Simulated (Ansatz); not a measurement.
The polar optical mode of AlN at 40 GPa, worked through

These are results of DFT PBE, scalar-relativistic, plane waves, PAW in Ansatz 0.2.0, not measurements. Cutoff 420 eV, 10×10×10 k-points (Γ-centred), fixed occupations. No spin polarisation. Phonons by linear response, acoustic sum rule imposed.

The cell, relaxed at 40 GPa:
```
Al N
1.0
     0.00000    2.09137    2.09137
     2.09137    0.00000    2.09137
     2.09137    2.09137    0.00000
Al N
1 1
Direct
  0.00000 0.00000 0.00000
  0.75000 0.75000 0.75000
```

Other phases may be more stable at this pressure.

Linear response gives ν_TO = 786.0 cm⁻¹, Born charges ±2.531 e (positive on Al) and ε∞ = 4.391. The primitive cell holds 18.295 Å³, and the masses are 26.982 and 14.007 amu.

Question: Find ν_LO and the static dielectric constant.

Answer: The long-wave field adds a restoring force: ω_LO² − ω_TO² = Z*²e²/(ε_vac ε∞ μV). In these units ν_LO² − ν_TO² = 4.92064×10⁷ Z*²/(μ V ε∞) cm⁻², with μ = m₁m₂/(m₁ + m₂) = 9.220 amu: 425554 cm⁻². So ν_LO = √(786.0² + 425554) = 1021.4 cm⁻¹, and the run gives 1021.4. Lyddane–Sachs–Teller then gives ε0 = ε∞ (ν_LO/ν_TO)² = 7.42, against 7.42 in the run (it forms both from the same three quantities, so the match checks the arithmetic only). Between ν_TO and ν_LO the dielectric function is negative and an undamped crystal reflects fully: a reststrahlen band from 9.8 to 12.7 μm.

Question: What do the Clausius–Mossotti polarisability and the Szigeti charge come to?

Answer: With the Lorentz local field, α = (3V/4π)(ε∞ − 1)/(ε∞ + 2) = 2.32 Å³ for the pair, and e_S = 3Z*/(ε∞ + 2) = 1.19 e. The Born charge includes the electrons' response to the dipole's own local field, and e_S takes that enhancement out. The Lorentz field assumes point-like polarisable ions, a poor picture once ε∞ is this large, since the electron clouds then overlap or are shared, so both numbers are formal here.

Question: How strongly does a slow electron couple to the LO mode?

Answer: For one isotropic parabolic band, Fröhlich's constant is α_F = (1/ε∞ − 1/ε0) √(m* Ry/ħω_LO), with Ry = 13.606 eV, ħω_LO = 126.6 meV and m* in free-electron masses: α_F = 0.0929 × 10.37 × √m* = 0.96 √m*. The band mass isn't part of this run; for m* = 0.1, 0.3 and 1 it gives 0.30, 0.53, 0.96. In weak coupling the polaron lies α_F ħω_LO below the band edge (67 meV at m* = 0.3) with a mass m*(1 + α_F/6); past α_F of about 5 or 6 that expansion fails. A semilocal functional's ε∞ tends to be too large, which taken alone lowers α_F.

This zinc-blende form isn't the usual stable structure of the compound at low pressure.

Cost: 1 run of about 0.46 core-minutes, on Intel Xeon Platinum 8259CL (Skylake/Cascade Lake) (shared hosts).